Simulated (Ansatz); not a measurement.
BN: symmetry broken, then relaxed

Theory: DFT PBE, scalar-relativistic, plane waves, PAW (Ansatz). Settings: plane waves to 420 eV, k-mesh 8×8×6 (Γ-centred), Gaussian smearing 0.05 eV. No spin polarisation. Energies are free energies at this smearing, counted from the undisturbed cell; pressure is positive in compression.

Reference structure (relaxed at this level):

```
CELL_PARAMETERS angstrom
0.00000 -1.81235 -1.81235
0.00000 1.81235 -1.81235
3.62470 0.00000 0.00000
ATOMIC_POSITIONS crystal
B 0.50000 0.50000 0.50000
B 0.00000 0.00000 0.00000
N 0.00000 0.50000 0.25000
N 0.50000 0.00000 0.75000
```

The atoms are displaced (Å, in the unstrained cell):

```tsv
atom	ux	uy	uz
B1	0.008	-0.013	-0.001
B2	0.026	0.011	-0.001
N3	-0.010	-0.007	0.019
N4	-0.024	0.010	-0.017
```

The cell is strained by (-0.0682, -0.1354, 0.1233, -0.1205, -0.1179, -0.0549) (xx, yy, zz, yz, xz, xy; engineering shear). Cell and atoms are then relaxed.

**Question.** Does the relaxation return to the undisturbed structure?

**Answer.** Yes (up to a choice of domain or origin): same space group and volume, and an energy 0.0 meV/atom from it. The disturbance itself cost 836.0 meV/atom. The final space group reads F-43m (tolerance 0.05 Å) and the volume changes by 0.00 %.

Final structure:

```
CELL_PARAMETERS angstrom
0.00000 -1.81232 -1.81234
0.00000 1.81232 -1.81235
3.62468 0.00000 0.00000
ATOMIC_POSITIONS crystal
B 0.50000 0.50000 0.50000
B 0.00000 0.00000 0.00000
N 0.00000 0.50000 0.25000
N 0.50000 0.00000 0.75000
```

The relaxation, step by step (energy from the first step; small jumps at an unchanged geometry come where the plane waves are selected anew for the new cell):

| step | ΔE (meV/atom) | largest force component (eV/Å) | pressure (GPa) |
| --- | --- | --- | --- |
| 1 | 0.0 | 2.199 | 61.82 |
| 2 | -377.5 | 1.372 | 35.41 |
| 3 | -636.1 | 0.709 | 18.23 |
| 4 | -776.0 | 0.309 | 8.53 |
| 5 | -807.0 | 0.020 | -2.11 |
| 6 | -807.4 | 0.006 | 0.28 |
| 7 | -807.4 | 0.004 | -0.02 |
| 8 | -834.0 | 0.028 | 4.47 |
| 9 | -835.5 | 0.004 | 0.44 |
| 10 | -835.5 | 0.000 | 0.02 |
| 11 | -836.0 | 0.000 | 0.06 |
| 12 | -836.0 | 0.000 | 0.00 |
| 13 | -836.0 | 0.000 | 0.00 |

Frames along the relaxation (Å, eV/Å):

```xyz
4
Lattice="0.157 -1.458 -1.927 0.057 1.676 -2.145 3.378 -0.099 -0.214" Properties=species:S:1:pos:R:3:forces:R:3 pbc="T T T" step=1
B     1.804    0.048   -2.144    1.016    1.785    1.746
B     0.024    0.009   -0.003   -0.320    0.485    1.090
N     0.862    0.806   -1.103   -1.063   -1.067   -2.199
N     2.590   -0.794   -1.142    0.367   -1.203   -0.637
4
Lattice="0.124 -1.539 -1.903 0.050 1.702 -2.067 3.475 -0.073 -0.170" Properties=species:S:1:pos:R:3:forces:R:3 pbc="T T T" step=2
B     1.828    0.033   -2.068    0.581    1.252    0.908
B     0.013    0.005   -0.003   -0.109    0.384    0.709
N     0.887    0.830   -1.060   -0.562   -0.697   -1.372
N     2.658   -0.814   -1.094    0.090   -0.939   -0.244
4
Lattice="0.082 -1.627 -1.875 0.030 1.725 -1.977 3.544 -0.050 -0.109" Properties=species:S:1:pos:R:3:forces:R:3 pbc="T T T" step=3
B     1.828    0.015   -1.976    0.270    0.709    0.230
B     0.003    0.002   -0.001    0.117    0.271    0.293
N     0.899    0.850   -1.009   -0.226   -0.388   -0.568
N     2.699   -0.845   -1.030   -0.162   -0.591    0.046
4
Lattice="0.036 -1.717 -1.838 0.006 1.757 -1.882 3.586 -0.028 -0.042" Properties=species:S:1:pos:R:3:forces:R:3 pbc="T T T" step=4
B     1.812    0.001   -1.878    0.164    0.309   -0.042
B    -0.003   -0.002    0.001    0.241    0.194    0.025
N     0.901    0.874   -0.951   -0.159   -0.224   -0.084
N     2.711   -0.876   -0.955   -0.247   -0.280    0.101
4
Lattice="0.006 -1.795 -1.815 -0.001 1.801 -1.822 3.617 -0.006 -0.005" Properties=species:S:1:pos:R:3:forces:R:3 pbc="T T T" step=5
B     1.811    0.000   -1.821   -0.013   -0.020   -0.010
B     0.000    0.000    0.000   -0.014   -0.018   -0.015
N     0.904    0.899   -0.912    0.013    0.019    0.012
N     2.715   -0.902   -0.911    0.014    0.018    0.012
4
Lattice="0.006 -1.791 -1.811 -0.001 1.797 -1.819 3.611 -0.007 -0.005" Properties=species:S:1:pos:R:3:forces:R:3 pbc="T T T" step=6
B     1.808    0.000   -1.818   -0.005   -0.004   -0.006
B     0.000    0.000    0.000   -0.005   -0.004   -0.006
N     0.903    0.897   -0.910    0.004    0.004    0.006
N     2.712   -0.900   -0.909    0.005    0.004    0.006
4
Lattice="0.006 -1.791 -1.811 -0.001 1.798 -1.819 3.612 -0.007 -0.005" Properties=species:S:1:pos:R:3:forces:R:3 pbc="T T T" step=7
B     1.808    0.000   -1.818    0.003    0.002    0.004
B     0.000    0.000    0.000    0.003    0.002    0.004
N     0.903    0.897   -0.910   -0.003   -0.002   -0.004
N     2.713   -0.901   -0.909   -0.003   -0.002   -0.004
4
Lattice="0.006 -1.791 -1.811 -0.001 1.798 -1.819 3.612 -0.007 -0.005" Properties=species:S:1:pos:R:3:forces:R:3 pbc="T T T" step=8
B     1.808    0.000   -1.818    0.025    0.016    0.028
B     0.000    0.000    0.000    0.025    0.016    0.028
N     0.903    0.897   -0.910   -0.025   -0.016   -0.028
N     2.713   -0.901   -0.909   -0.025   -0.016   -0.028
4
Lattice="0.000 -1.811 -1.812 0.000 1.811 -1.812 3.623 -0.001 0.000" Properties=species:S:1:pos:R:3:forces:R:3 pbc="T T T" step=9
B     1.812    0.000   -1.812    0.000   -0.004    0.004
B     0.000    0.000    0.000    0.000   -0.003    0.003
N     0.906    0.905   -0.906    0.000    0.003   -0.003
N     2.718   -0.906   -0.906    0.001    0.004   -0.004
4
Lattice="0.000 -1.812 -1.812 0.000 1.812 -1.813 3.625 0.000 0.000" Properties=species:S:1:pos:R:3:forces:R:3 pbc="T T T" step=10
B     1.812    0.000   -1.813    0.000    0.000    0.000
B     0.000    0.000    0.000    0.000    0.000    0.000
N     0.906    0.906   -0.906    0.000    0.000    0.000
N     2.718   -0.906   -0.906    0.000    0.000    0.000
4
Lattice="0.000 -1.812 -1.812 0.000 1.812 -1.813 3.625 0.000 0.000" Properties=species:S:1:pos:R:3:forces:R:3 pbc="T T T" step=11
B     1.812    0.000   -1.813    0.000    0.000    0.000
B     0.000    0.000    0.000    0.000    0.000    0.000
N     0.906    0.906   -0.906    0.000    0.000    0.000
N     2.718   -0.906   -0.906    0.000    0.000    0.000
4
Lattice="0.000 -1.812 -1.812 0.000 1.812 -1.812 3.625 0.000 0.000" Properties=species:S:1:pos:R:3:forces:R:3 pbc="T T T" step=12
B     1.812    0.000   -1.812    0.000    0.000    0.000
B     0.000    0.000    0.000    0.000    0.000    0.000
N     0.906    0.906   -0.906    0.000    0.000    0.000
N     2.719   -0.906   -0.906    0.000    0.000    0.000
4
Lattice="0.000 -1.812 -1.812 0.000 1.812 -1.812 3.625 0.000 0.000" Properties=species:S:1:pos:R:3:forces:R:3 pbc="T T T" step=13
B     1.812    0.000   -1.812    0.000    0.000    0.000
B     0.000    0.000    0.000    0.000    0.000    0.000
N     0.906    0.906   -0.906    0.000    0.000    0.000
N     2.719   -0.906   -0.906    0.000    0.000    0.000
```

Cost: 3 runs of about 1.3 core-minutes in all, on Oxide Virtual Turin-like Processor (Zen 5) (shared hosts).